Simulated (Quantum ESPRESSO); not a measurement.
## MoS2 under changes of volume

One of the cells (50.735 Å³/atom); the others are scaled copies at fixed shape and fractional positions:

```
CELL_PARAMETERS angstrom
3.18413 0.00000 0.00000
-1.59206 2.75753 0.00000
0.00000 0.00000 17.33460
ATOMIC_POSITIONS crystal
Mo 0.00000 0.00000 0.00000
S 0.33333 0.66667 0.91051
S 0.33333 0.66667 0.08949
```

| Property | Result |
| --- | --- |
| Program | Quantum ESPRESSO 7.5 |
| Functional | r2SCAN |
| Potentials or basis | SG15 PBE 1.2 |
| Cutoff | 952 eV |
| Density cutoff | 3810 eV |
| k mesh | 7 × 7 × 1 |
| Occupations | fermi-dirac, width 0.05 eV |
| Spin | no spin polarisation |

| volume (Å³/atom) | energy over the lowest point (meV/atom) | gap on the mesh (eV) |
| --- | --- | --- |
| 47.690 | 33.86 | 2.14 |
| 48.705 | 14.48 | 2.07 |
| 49.720 | 3.47 | 2.01 |
| 50.735 | 0.00 | 1.95 |
| 51.749 | 3.28 | 1.89 |
| 52.764 | ? | ? |
| 53.779 | 27.49 | 1.77 |

Problem. What does the run at 52.764 Å³/atom give?

Solution. Energy over the lowest point 12.66 meV/atom; gap on the mesh 1.83 eV.

Worked out: A Birch-Murnaghan fit of order 3 (a polynomial in V^(-2/3)) to the other rows has its minimum at 50.73 Å³/atom with B0 = V·E''(V) = 53 GPa and B' = 4.3 at fixed shape and positions, which overstates the stiffness. It gives 12.65 meV/atom at 52.764 Å³/atom, against the run's 12.66. A straight line through the other rows of the gap, of slope -3.05 eV per unit of ln V, gives 1.83 eV, against the run's 1.83.

Energies are extrapolated to zero smearing.

Caveats: the potentials were made for another functional, which shifts forces and pressure.

A mesh can miss the band edges. Spin-orbit coupling on Mo is left out.
